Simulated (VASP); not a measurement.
Data:

```xyz
4
Lattice="1.7700 -3.0657 0.0000 1.7700 3.0657 0.0000 0.0000 0.0000 5.7000" Properties=species:S:1:pos:R:3 pbc="T T T"
In     1.7700    -1.0219     2.8500
In     1.7700     1.0219     0.0000
N      1.7700    -1.0219     5.0103
N      1.7700     1.0219     2.1603
```

Calculation: PBE GGA, VASP's PBE PAW potentials (set 64) (plane waves; VASP 6.6.1). Settings: 520 eV cut-off, 7×7×4 Γ-centred mesh, first-order Methfessel-Paxton smearing of 0.50 eV, potentials In_d N.

Task: Give the stress tensor in GPa (positive for a compressed cell).

Result: 
```
4.95  0.00  0.00
0.00  4.95  0.00
0.00  0.00  5.74
```
The pressure is its mean diagonal, 5.22 GPa.

The compound is InN in the wurtzite structure. The cell was not relaxed at this level. The run is one of a series of settings (ISMEAR = 1, SIGMA = 0.5 against the base run), some of them coarse on purpose.
